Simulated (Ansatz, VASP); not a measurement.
Pb: VASP beside Ansatz

The input INCAR:

```
PREC     = Accurate       # precision mode
ENCUT    = 520            # plane-wave cutoff, eV
EDIFF    = 1E-6           # SCF threshold, eV
ISMEAR   = -1             # smearing method
SIGMA    = 0.05           # smearing width, eV
LREAL    = F              # projectors in reciprocal space
LASPH    = T              # aspherical terms in the spheres
NELM     = 60             # most SCF steps
ALGO     = Normal         # electronic algorithm
ISIF     = 2              # what is computed and relaxed
LWAVE    = F              # write WAVECAR
LCHARG   = T              # write CHGCAR
GGA      = PS             # functional
LELF     = T              # ELF
LVHAR    = T            
NBANDS   = 21             # bands
```

Contents of KPOINTS:

```
Automatic mesh
0
Gamma
  6 6 6
```

File POSCAR:

```
Pb
1.0
    0.0000000000      3.4390000555      3.3014400533
    3.4390000555      0.0000000000      3.3014400533
    3.4390000555      3.4390000555      0.0000000000
Pb
2
Direct
    0.2500000000      0.2500000000      0.2500000000
    0.0000000000      0.0000000000      0.0000000000
```

input.yaml

```yaml
crystal:
  lattice:
    - [0.0, 3.4390000555, 3.3014400533]
    - [3.4390000555, 0.0, 3.3014400533]
    - [3.4390000555, 3.4390000555, 0.0]
  atoms:
    - { symbol: Pb, position: [0.25, 0.25, 0.25] }
    - { symbol: Pb, position: [0.0, 0.0, 0.0] }
hamiltonian:
  xc: pbesol
  pseudopotentials: { kind: paw }
kpoints:
  mp_grid: { grid: [6, 6, 6] }
scf:
  occupations: { method: fermi_dirac, width: 0.05 }
output:
  forces: true
  stress: true
  eigenvalues: true
```

This isn't the form of Pb at room conditions, which is fcc.

Alike in both runs: task single point; functional PBEsol; k mesh 6 × 6 × 6; occupations fermi-dirac, width 0.05 eV; no spin polarisation.

```csv
,VASP,Ansatz
version,VASP 6.6.1,Ansatz 0.2.0
potentials or method,"VASP PAW PBE potentials, release 64 (Pb_d)",Ansatz PAW
plane-wave cutoff (eV),520,420
valence electrons in the cell,28,28
```

VASP gave:

```
gap on the k mesh at the Fermi level (eV)       : none
pressure (GPa)                                  : 1.9
largest component of the traceless stress (GPa) : 0.12
```

What did Ansatz give for the same quantities?

gap on the k mesh at the Fermi level (eV): none; pressure (GPa): 2.0; largest component of the traceless stress (GPa): 0.11.

A gap of «none» marks a metal or a gap that the smearing closes.

Caveats: the PAW data sets were made with another functional, which shifts forces and pressure a little (VASP); the PAW data sets come from PBE, with cores solved anew for the run's functional, which leaves a small shift of forces and pressure (Ansatz). The runs have no spin-orbit coupling, so splittings on Pb are missing.
